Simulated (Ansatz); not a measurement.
# Coordination and energy in low-dimensional Au

Level of theory: DFT PBE, scalar-relativistic, plane waves, PAW in Ansatz 0.2.0.

Cutoff 420 eV, Γ-centred meshes of like density (1×1×13 for the 14-atom cell), Gaussian smearing of 0.05 eV, energies at zero smearing and 0 K, each start's symmetry kept, no spin polarisation.

Bulk Au (Fm-3m) has 12 nearest neighbours at 2.94 Å and a cohesive energy of 3.05 eV against the spin-polarised free atom. These structures stand in vacuum and were relaxed; neighbours count within 1.1 bulk bonds.

```
                             start atoms × neighbours mean bond (Å) energy over bulk (eV/atom)
[001] wire, 14 host atoms a period  2×4, 2×5, 2×6, 2×8, 2×9, 2×10, 2×12           2.87                        0.53
[001] wire, 22 host atoms a period             2×6, 8×7, 4×8, 4×9, 4×10           2.85                        0.29
```

Question: Compare two estimates without free parameters: bonds of fixed strength, and a band energy that grows as the square root of coordination.

Answer: With fixed bonds an atom with z neighbours loses E_coh(1 − z/12); in the second-moment picture the band narrows as √z and it loses E_coh(1 − √(z/12)). Averaged over the atoms, in eV:
| start | fixed bonds | square root | computed |
| --- | --- | --- | --- |
| [001] wire, 14 host atoms a period | 1.09 | 0.64 | 0.53 |
| [001] wire, 22 host atoms a period | 1.02 | 0.57 | 0.29 |

The rms misses are 0.65 and 0.21 eV. Fixed bonds overshoot every row: the bonds that remain grow stronger when neighbours are missing, which the square root captures in part, and the bonds shorten by up to 3 %. Even the square root lies above every computed value, since it holds bond lengths fixed and knows nothing of shells, hybridisation or moments.

Spin-orbit coupling is left out, which matters for the bands of heavy elements.

Gaps under about 0.2 eV rest on few k points and may close between them. Each run keeps its start's symmetry and one magnetic start, so lower states can exist.

Cost: 2 runs of about 2.1 core-hours in all, on Intel Xeon Platinum 8259CL (Skylake/Cascade Lake) (shared hosts).

The thicker wire lies much closer to bulk, at 0.29 against 0.53 eV/atom, although its average coordination is only slightly higher and none of its atoms keeps 12 neighbours. Both estimates therefore predict only a small gain, so the number of neighbours alone doesn't explain the difference. Gold's relativistically contracted 6s shell and its s–d mixing favour short, strong bonds at under-coordinated sites, and the thicker wire has probably relaxed further towards such an arrangement, as its shorter mean bond suggests. Part of the mismatch may also come from the sharp neighbour cutoff, which gives no weight to stretched contacts just beyond it, though these still bind.

The bulk cohesive energy of 3.05 eV is well below experiment, a known underbinding of gold by PBE, so the cost of lost neighbours is probably too low as well. Two wires that differ in both thickness and atomic arrangement don't establish how the energy scales with diameter.
